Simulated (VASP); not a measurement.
# Na (Fm-3m) in VASP: single point with PBEsol

Aim: the single point of Na with PBEsol.

Program: VASP 6.6.1. These are calculated values, not measurements. Logs are shortened: lines on timing, memory, paths and dates and some standing lists are left out, and cuts for length are marked.

### 1 The structure

The structure is cubic, space group Fm-3m (No. 225). The conventional cell has a = 5.271 Å, b = 5.271 Å, c = 5.271 Å, α = 90.00°, β = 90.00°, γ = 90.00°. Na (site symmetry m-3m) has 12 Na at 3.73 Å as nearest neighbours.

The cell was built by a generator and needn't be a form met in nature.

### 2 Single point, PBEsol

INCAR reads:

```
SYSTEM = Na
ALGO = Normal
EDIFF = 1E-7
ENCUT = 520
GGA = PS
ISIF = 2
ISMEAR = -1
LASPH = .True.
LCHARG = .True.
LELF = .True.
LREAL = .False.
LVHAR = .True.
LWAVE = .False.
NBANDS = 10
NELM = 100
PREC = Accurate
SIGMA = 0.13605693000000002
```

KPOINTS reads:

```
k-points
0
Gamma
  11 11 11
  0 0 0
```

POSCAR reads:

```
Na
1.0
    0.0000000000      2.6355088931      2.6355088931
    2.6355088931      0.0000000000      2.6355088931
    2.6355088931      2.6355088931      0.0000000000
Na
1
Direct
    0.0000000000      0.0000000000      0.0000000000
```

Potentials or basis: VASP PAW PBE potentials, release 64 (Na_pv).

Launch:

```sh
$ cat potpaw_PBE.64/Na_pv/POTCAR > POTCAR
$ mpirun -np 1 vasp_std > vasp.out
```

OUTCAR:

```text
SYSTEM = Na
   EDIFF = 1E-7
   ENCUT = 520
   GGA = PS
   ISIF = 2
   ISMEAR = -1
   LASPH = .True.
   LREAL = .False.
   NELM = 100
   PREC = Accurate

 ion  position               nearest neighbor table
   1  0.000  0.000  0.000-

  LATTYP: Found a face centered cubic cell.
 ALAT       =     5.2710177862

  Lattice vectors:

 A1 = (   0.0000000000,   2.6355088931,   2.6355088931)
 A2 = (   2.6355088931,   0.0000000000,   2.6355088931)
 A3 = (   2.6355088931,   2.6355088931,   0.0000000000)

Analysis of symmetry for initial positions (statically):
=====================================================================
 Subroutine PRICEL returns:
 Original cell was already a primitive cell.

 Routine SETGRP: Setting up the symmetry group for a
 face centered cubic supercell.

 Subroutine GETGRP returns: Found 48 space group operations
 (whereof 48 operations were pure point group operations)
 out of a pool of 48 trial point group operations.

The static configuration has the point symmetry O_h .

Analysis of symmetry for dynamics (positions and initial velocities):
=====================================================================
 Subroutine PRICEL returns:
 Original cell was already a primitive cell.

 Routine SETGRP: Setting up the symmetry group for a
 face centered cubic supercell.

 Subroutine GETGRP returns: Found 48 space group operations
 (whereof 48 operations were pure point group operations)
 out of a pool of 48 trial point group operations.

The dynamic configuration has the point symmetry O_h .

 Subroutine INISYM returns: Found 48 space group operations
 (whereof 48 operations are pure point group operations),
 and found     1 'primitive' translations

----------------------------------------------------------------------------------------

                                     Primitive cell

  volume of cell :      36.6120

  direct lattice vectors                    reciprocal lattice vectors
     0.000000000  2.635508893  2.635508893    -0.189716681  0.189716681  0.189716681
     2.635508893  0.000000000  2.635508893     0.189716681 -0.189716681  0.189716681
     2.635508893  2.635508893  0.000000000     0.189716681  0.189716681 -0.189716681

  length of vectors
     3.727172420  3.727172420  3.727172420     0.328598931  0.328598931  0.328598931

  position of ions in fractional coordinates (direct lattice)
     0.000000000  0.000000000  0.000000000

  ion indices of the primitive-cell ions
   primitive index   ion index
                 1           1

----------------------------------------------------------------------------------------

 KPOINTS: k-points

Automatic generation of k-mesh.
 Grid dimensions read from file:
 generate k-points for:   11   11   11

 Generating k-lattice:

  Cartesian coordinates                     Fractional coordinates (reciprocal lattice)
    -0.017246971  0.017246971  0.017246971     0.090909091  0.000000000  0.000000000
     0.017246971 -0.017246971  0.017246971     0.000000000  0.090909091  0.000000000
     0.017246971  0.017246971 -0.017246971     0.000000000  0.000000000  0.090909091

  Length of vectors
     0.029872630  0.029872630  0.029872630

  Shift w.r.t. Gamma in fractional coordinates (k-lattice)
     0.000000000  0.000000000  0.000000000

 Subroutine IBZKPT returns following result:
 ===========================================

 Found     56 irreducible k-points:

 Following reciprocal coordinates:
            Coordinates               Weight
  0.000000  0.000000  0.000000      1.000000
  0.090909  0.000000  0.000000      8.000000
  0.181818  0.000000  0.000000      8.000000
  0.272727  0.000000  0.000000      8.000000
  0.363636  0.000000  0.000000      8.000000
  0.454545  0.000000  0.000000      8.000000
[... 16 lines left out ...]
 -0.272727  0.181818  0.000000     24.000000
 -0.181818  0.181818  0.000000     12.000000
 [... further k-points ...]
   k-points           NKPTS =     56   k-points in BZ     NKDIM =     56   number of bands    NBANDS=     10
   number of dos      NEDOS =    301   number of ions     NIONS =      1
   total plane-waves  NPLWV =  21952
   dimension x,y,z NGX =    28 NGY =   28 NGZ =   28
   dimension x,y,z NGXF=    56 NGYF=   56 NGZF=   56
   ions per type =               1
   NGX,Y,Z   is equivalent  to a cutoff of  12.49, 12.49, 12.49 a.u.
   NGXF,Y,Z  is equivalent  to a cutoff of  24.98, 24.98, 24.98 a.u.
 SYSTEM =  Na
   PREC   = accura    normal or accurate (medium, high low for compatibility)
   ISTART =      0    job   : 0-new  1-cont  2-samecut
   ICHARG =      2    charge: 1-file 2-atom 10-const
   ISPIN  =      1    spin polarized calculation?
   LNONCOLLINEAR =      F non collinear calculations
   LSORBIT =      F    spin-orbit coupling
   LASPH  =      T    aspherical Exc in radial PAW
   ENCUT  =  520.0 eV  38.22 Ry    6.18 a.u.   6.93  6.93  6.93*2*pi/ulx,y,z
   NELM   =    100;   NELMIN=  2; NELMDL= -5     # of ELM steps
   EDIFF  = 0.1E-06   stopping-criterion for ELM
   LREAL  =      F    real-space projection
   EDIFFG = 0.1E-05   stopping-criterion for IOM
   NSW    =      0    number of steps for IOM
   IBRION =     -1    ionic relax: 0-MD 1-quasi-New 2-CG
   NFREE  =      0    steps in history (QN), initial steepest desc. (CG)
   ISIF   =      2    stress and relaxation
   ISYM   =      2    0-nonsym 1-usesym 2-fastsym
   POTIM  = 0.5000    time-step for ionic-motion
   TEBEG  =    0.0;   TEEND  =   0.0 temperature during run
   PSTRESS=    0.0 pullay stress
   NELECT =       7.0000    total number of electrons
   NUPDOWN=      -1.0000    fix difference up-down
   EMIN   =  10.00;   EMAX   =-10.00  energy-range for DOS
   EFERMI =   0.00;   METHOD = LEGACY
   ISMEAR =    -1;   SIGMA  =   0.14  broadening in eV -4-tet -1-fermi 0-gaus
   EFERMI_NEDOS =   21; number of points for ismear=-14 and -15
   IALGO  =     38    algorithm
   IMIX   =      4    mixing-type and parameters
     AMIX     =   0.40;   BMIX     =  1.00
     AMIX_MAG =   1.60;   BMIX_MAG =  1.00
  volume/ion in A,a.u.               =      36.61       247.07
  Fermi-wavevector in a.u.,A,eV,Ry     =   0.943119  1.782236 12.102013  0.889473
  Thomas-Fermi vector in A             =   2.070795
   LORBIT       =      0    0 simple, 1 ext, 2 COOP (PROOUT), +10 PAW based schemes
   GGA     = PS    functional components
   LHFCALC =     F    Hartree Fock is set to
   AEXX    =    0.0000 exact exchange contribution
   IVDW    =     0    specifies the selected vdW correction
   LEPSILON=     F    determine dielectric tensor
   LRPA    =     F    only Hartree local field effects (RPA)
 non-spin polarized calculation
  energy-cutoff  :      520.00
  volume of cell :       36.61
 maximum number of plane-waves:       998
   NGX = 13   NGY = 13   NGZ = 13

 number of electron       6.9999997 magnetization

 Free energy of the ion-electron system (eV)
  ---------------------------------------------------
  ext. energy  EPLUGINS =         0.00000000
  ---------------------------------------------------
  free energy    TOTEN  =        -1.41335389 eV

  energy without entropy =       -1.38340429  energy(sigma->0) =       -1.39837909

 E-fermi :   0.3520     XC(G=0):  -6.5338

 val. band max:        0.2655375324   @ k =   0.4545   0.2727   0.0000
 cond. band min:       0.3845302079   @ k =   0.4545   0.0000   0.0000
 fundamental gap:      0.1189926754
 Fermi energy:         0.3520449046

 k-point     1 :       0.0000    0.0000    0.0000
  band No.  band energies     occupation
      1     -24.4307      2.00000
      2     -24.4307      2.00000
      3     -24.4307      2.00000
      4      -2.9643      2.00000
      5      11.5094      0.00000
      6      11.5094      0.00000
      7      11.5094      0.00000
      8      12.6094      0.00000
      9      13.1302      0.00000
     10      13.1303      0.00000

 k-point     2 :       0.0909    0.0000    0.0000
  band No.  band energies     occupation
      1     -24.4336      2.00000
      2     -24.4311      2.00000
      3     -24.4311      2.00000
      4      -2.8255      2.00000
      5       9.7036      0.00000
      6      11.2496      0.00000
      7      11.2496      0.00000
      8      12.6195      0.00000
      9      13.6025      0.00000
     10      13.6025      0.00000

 k-point     3 :       0.1818    0.0000    0.0000
  band No.  band energies     occupation
      1     -24.4416      2.00000
      2     -24.4322      2.00000
      3     -24.4322      2.00000
      4      -2.4114      2.00000
      5       7.4771      0.00000
      6      10.8617      0.00000
      7      10.8617      0.00000
      8      12.1566      0.00000
      9      13.9579      0.00000
     10      13.9579      0.00000

 k-point     4 :       0.2727    0.0000    0.0000
  band No.  band energies     occupation
      1     -24.4519      2.00000
      2     -24.4336      2.00000
      3     -24.4336      2.00000
      4      -1.7288      2.00000
      5       5.3995      0.00000
      6      10.6023      0.00000
      7      10.6023      0.00000
      8      11.8115      0.00000
      9      12.9700      0.00000
     10      12.9700      0.00000
[... 222 lines left out ...]
 k-point    22 :      -0.3636    0.1818    0.0000
  band No.  band energies     occupation
      1     -24.4623      2.00000
      2     -24.4437      2.00000
      3     -24.4367      2.00000
      4       0.4345      0.70577
      5       2.8416      0.00000
      6       6.6324      0.00000
      7       9.5785      0.00000
      8      10.4888      0.00000
      9      13.5718      0.00000
     10      14.6639      0.00000

 k-point    23 :      -0.2727    0.1818    0.0000
  band No.  band energies     occupation
      1     -24.4572      2.00000
      2     -24.4425      2.00000
      3     -24.4349      2.00000
      4      -0.6554      1.99878
      5       4.5125      0.00000
      6       6.5821      0.00000
      7      10.3078      0.00000
      8      11.2621      0.00000
      9      13.3284      0.00000
     10      14.4713      0.00000

 k-point    24 :      -0.1818    0.1818    0.0000
  band No.  band energies     occupation
      1     -24.4510      2.00000
      2     -24.4393      2.00000
      3     -24.4333      2.00000
      4      -1.5033      2.00000
      5       6.1025      0.00000
      6       7.0803      0.00000
      7      11.2639      0.00000
      8      12.2248      0.00000
      9      12.9214      0.00000
     10      14.1695      0.00000

 [... further k-points ...]

------------------------ aborting loop because EDIFF is reached ----------------------------------------

  FORCE on cell =-STRESS in cart. coord.  units (eV):
  Direction    XX          YY          ZZ          XY          YZ          ZX
  --------------------------------------------------------------------------------------
  -------------------------------------------------------------------------------------
  Total       -0.0047787     -0.0047787     -0.0047787     -0.0000000      0.0000000     -0.0000000
  in kB       -0.2091216     -0.2091216     -0.2091216     -0.0000000      0.0000000     -0.0000000
  external PRESSURE =      -0.2091216 kB  Pullay stress =       0.0000000 kB

 VOLUME and BASIS-vectors are now :
 -----------------------------------------------------------------------------
  energy-cutoff  :      520.00
  volume of cell :       36.61
      direct lattice vectors                 reciprocal lattice vectors
     0.000000000  2.635508893  2.635508893    -0.189716681  0.189716681  0.189716681
     2.635508893  0.000000000  2.635508893     0.189716681 -0.189716681  0.189716681
     2.635508893  2.635508893  0.000000000     0.189716681  0.189716681 -0.189716681

 POSITION                                       TOTAL-FORCE (eV/Angst)
 -----------------------------------------------------------------------------------
      0.00000      0.00000      0.00000         0.000000      0.000000     -0.000000
 -----------------------------------------------------------------------------------
    total drift:                               -0.000000     -0.000000     -0.000000

  FREE ENERGIE OF THE ION-ELECTRON SYSTEM (eV)
  ---------------------------------------------------
  free  energy   TOTEN  =        -1.4133538908 eV

  energy  without entropy=       -1.3834042925  energy(sigma->0) =       -1.39837909
```

It took 6.6 s on 1 thread of Intel Xeon 6975P-C (Granite Rapids), shared host; peak memory 0.15 GiB.

Results:

```yaml
Free_energy: -1.4134 eV
Pressure: 0.0 GPa
Band_gap_on_the_k_mesh: none (metal or under the smearing width)
```

Caveat: the PAW data sets were made with another functional, which shifts forces and pressure a little.
